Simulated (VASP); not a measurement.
# CaO: forms and broadenings of the independent-particle spectrum

CaO, Fm-3m (no. 225), 2 atoms in the cell. PBE, independent-particle dielectric function; PAW potentials Ca_sv, O (PBE set).

## Input

INCAR.step1:
```
PREC = Accurate ; ENCUT = 460
ISMEAR = 0 ; SIGMA = 0.02
EDIFF = 1E-8 ; LASPH = T
KPAR = 4 ; LWAVE = F
LCHARG = F ; LEPSILON = T
```

INCAR.step2, as INCAR.step1 but for:
```
- LWAVE = F
- LEPSILON = T
+ LWAVE = T
+ NBANDS = 40
```

INCAR.step3:
```
PREC = Accurate ; ENCUT = 460
ISMEAR = 0 ; SIGMA = 0.02
EDIFF = 1E-7 ; LASPH = T
KPAR = 4 ; LWAVE = F
LCHARG = F ; LOPTICS = T
NBANDS = 40 ; NEDOS = 2000
CSHIFT = 0.1 ; ALGO = None
NELM = 1 ; ISTART = 1
```

INCAR.step4, as INCAR.step3 but for:
```
+ LNABLA = T
```

INCAR.step5, as INCAR.step4 but for:
```
- LNABLA = T
+ LPEAD = T
+ IPEAD = 2
```

INCAR.step6, as INCAR.step5 but for:
```
- IPEAD = 2
+ IPEAD = 3
```

INCAR.step7 changes the same tag again: IPEAD = 4.

INCAR.step8, as INCAR.step7 but for:
```
- CSHIFT = 0.1
- LPEAD = T
- IPEAD = 4
+ CSHIFT = 0.2
```

INCAR.step9, as INCAR.step8 but for:
```
- CSHIFT = 0.2
+ CSHIFT = 0.03
```

INCAR.step10 changes the same tag again: CSHIFT = 0.01.

INCAR.step11, as INCAR.step10 but for:
```
- ISMEAR = 0
- CSHIFT = 0.01
+ ISMEAR = -5
+ CSHIFT = 0.1
```

INCAR.step12, as INCAR.step11 but for:
```
- ISMEAR = -5
- SIGMA = 0.02
+ ISMEAR = 0
+ SIGMA = 0.2
```

INCAR.step13, as INCAR.step12 but for:
```
- SIGMA = 0.2
+ SIGMA = 0.02
+ OMEGAMAX = 12
```

INCAR.step14, as INCAR.step13 but for:
```
- OMEGAMAX = 12
+ OMEGAMAX = 60
```

KPOINTS:
```
k-points
0
Gamma
  12 12 12
```

POSCAR:
```
CaO
1.0
    0.0000000000      2.4035556960      2.4035556960
    2.4035556960      0.0000000000      2.4035556960
    2.4035556960      2.4035556960      0.0000000000
Ca O
1 1
Direct
    0.0000000000      0.0000000000      0.0000000000
    0.5000000000      0.5000000000      0.5000000000
```

Commands (each step's output is kept before the next begins):
```
cat potpaw_PBE.64/Ca_sv/POTCAR potpaw_PBE.64/O/POTCAR > POTCAR
cp INCAR.step1 INCAR
mpirun -np 4 vasp_std > vasp.out
rm WAVECAR CHG
cp INCAR.step2 INCAR
mpirun -np 4 vasp_std > vasp.out
cp INCAR.step3 INCAR
mpirun -np 4 vasp_std > vasp.out
cp INCAR.step4 INCAR
mpirun -np 4 vasp_std > vasp.out
cp INCAR.step5 INCAR
mpirun -np 4 vasp_std > vasp.out
cp INCAR.step6 INCAR
mpirun -np 4 vasp_std > vasp.out
cp INCAR.step7 INCAR
mpirun -np 4 vasp_std > vasp.out
cp INCAR.step8 INCAR
mpirun -np 4 vasp_std > vasp.out
cp INCAR.step9 INCAR
mpirun -np 4 vasp_std > vasp.out
cp INCAR.step10 INCAR
mpirun -np 4 vasp_std > vasp.out
cp INCAR.step11 INCAR
mpirun -np 4 vasp_std > vasp.out
cp INCAR.step12 INCAR
mpirun -np 4 vasp_std > vasp.out
cp INCAR.step13 INCAR
mpirun -np 4 vasp_std > vasp.out
cp INCAR.step14 INCAR
mpirun -np 4 vasp_std > vasp.out
```

## Result

- Direct gap on the mesh (eV): 4.01
- Gap on the mesh (eV): 3.64
- Bands: 40

One ground state, settings moved in the last step alone:

| Settings | ε at zero frequency | Mean energy of the absorption, weighted by Im ε (eV) | Time (s) |
|---|---|---|---|
| longitudinal form, CSHIFT 0.1 | 3.90 | 9.81 | 2 |
| transversal form (LNABLA) | 3.69 | 9.84 | 2 |
| finite differences (LPEAD), order 2 | 3.90 | 9.81 | 4 |
| finite differences (LPEAD), order 3 | 3.90 | 9.81 | 4 |
| finite differences (LPEAD), order 4 | 3.90 | 9.81 | 5 |
| CSHIFT 0.2 | 3.90 | 9.82 | 2 |
| CSHIFT 0.03 | 3.90 | 9.78 | 2 |
| CSHIFT 0.01 | 3.90 | 9.78 | 2 |
| tetrahedron method | 3.89 | 9.85 | 2 |
| SIGMA 0.2 | 3.91 | 9.81 | 2 |
| OMEGAMAX 12, which cuts the spectrum short | 3.18 | – | 2 |
| OMEGAMAX 60 | 3.90 | 9.81 | 2 |

The mean energy covers the spectrum up to 20 eV.

On the same mesh, density-functional perturbation theory with local fields gives ε = 3.79.

VASP 6.6.1 took 105 s on 4 cores (Intel Xeon Platinum 8488C (Sapphire Rapids)), a shared host.
